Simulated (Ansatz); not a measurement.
# CdTe (buck sheet): the cost of one run

Method: DFT PBEsol, scalar-relativistic, plane waves, PAW, in Ansatz 0.2.0.

1 further run of the same task is left out (it didn't finish).

### Step 1. The structure to begin with

The structure is trigonal, space group P3m1 (No. 156). Conventional cell: a = 4.638 Å, b = 4.638 Å, c = 24.966 Å, α = 90.00°, β = 90.00°, γ = 120.00°. Cd (site symmetry 3m) is surrounded by 3 Te at 2.72 Å. Te (site symmetry 3m) has 3 Cd at 2.72 Å as nearest neighbours.

Coordinates:

```
CELL_PARAMETERS angstrom
4.63835 0.00000 0.00000
-2.31918 4.01693 0.00000
0.00000 0.00000 24.96635
ATOMIC_POSITIONS crystal
Cd 0.33333 0.66667 0.36255
Te 0.66667 0.33333 0.38178
```

This sheet was relaxed beforehand with the same method; its gap on the mesh is 1.28 eV.

### Step 2. The (6,0) tube

The tube is rolled from the relaxed sheet, its axis along c. Atoms and period relax; energies count from the flat sheet, -7542.8569 eV an atom.

The cell holds 12 Cd, 12 Te: a = 17.800 Å, b = 18.100 Å, c = 8.034 Å, α = 90.00°, β = 90.00°, γ = 90.00°.

### Step 3. Relaxation

Pressure and volume refer to the whole cell with its vacuum; only the period along c may change.

Contents of input.yaml:

```yaml
crystal:
  lattice:
    - [17.8, 0.0, 0.0]
    - [0.0, 18.1, 0.0]
    - [0.0, 0.0, 8.0338638186]
  atoms:
    - { symbol: Cd, position: [0.7353549822, 0.5, 0.6666666667] }
    - { symbol: Cd, position: [0.6176774911, 0.7004451052, 0.6666666667] }
    - { symbol: Cd, position: [0.7038233935, 0.6157270354, 0.1666666667] }
    - { symbol: Cd, position: [0.3823225089, 0.7004451052, 0.6666666667] }
    - { symbol: Cd, position: [0.5, 0.7314540709, 0.1666666667] }
    - { symbol: Cd, position: [0.2646450178, 0.5, 0.6666666667] }
    - { symbol: Cd, position: [0.2961766065, 0.6157270354, 0.1666666667] }
    - { symbol: Cd, position: [0.3823225089, 0.2995548948, 0.6666666667] }
    - { symbol: Cd, position: [0.2961766065, 0.3842729646, 0.1666666667] }
    - { symbol: Cd, position: [0.6176774911, 0.2995548948, 0.6666666667] }
    - { symbol: Cd, position: [0.5, 0.2685459291, 0.1666666667] }
    - { symbol: Cd, position: [0.7038233935, 0.3842729646, 0.1666666667] }
    - { symbol: Te, position: [0.7271751927, 0.6289857416, 0.8333333333] }
    - { symbol: Te, position: [0.7623193173, 0.5, 0.3333333333] }
    - { symbol: Te, position: [0.5, 0.7579714833, 0.8333333333] }
    - { symbol: Te, position: [0.6311596586, 0.723409858, 0.3333333333] }
    - { symbol: Te, position: [0.2728248073, 0.6289857416, 0.8333333333] }
    - { symbol: Te, position: [0.3688403414, 0.723409858, 0.3333333333] }
    - { symbol: Te, position: [0.2728248073, 0.3710142584, 0.8333333333] }
    - { symbol: Te, position: [0.2376806827, 0.5, 0.3333333333] }
    - { symbol: Te, position: [0.5, 0.2420285167, 0.8333333333] }
    - { symbol: Te, position: [0.3688403414, 0.276590142, 0.3333333333] }
    - { symbol: Te, position: [0.7271751927, 0.3710142584, 0.8333333333] }
    - { symbol: Te, position: [0.6311596586, 0.276590142, 0.3333333333] }
basis:
  ecutwfc: 420
kpoints:
  mp_grid: { grid: [1, 1, 6] }
hamiltonian:
  xc: pbesol
scf:
  occupations: { method: gaussian, width: 0.05 }
output:
  forces: true
  stress: true
  eigenvalues: true
  populations: true
  write_density: true
  write_potential: true
  elf: true
  volumetric_format: npy
relax:
  adjacent_minimum: "off"
  f_tol: 0.02
  max_steps: 45
  cell: { fix: [a, b, alpha, beta, gamma], stress_tol: 0.03 }
```

The run is started by

```bash
$ ansatz run input.yaml --threads 4 --pin off --max-ram 11264MiB --backend cpu --events-out ev --progress --plain --runs-dir out
```

**Question.** How long does this run take on 4 threads of Arm Neoverse N1, shared host, and how much memory does it need?

About 18 min, with a peak of 7.5 GiB.
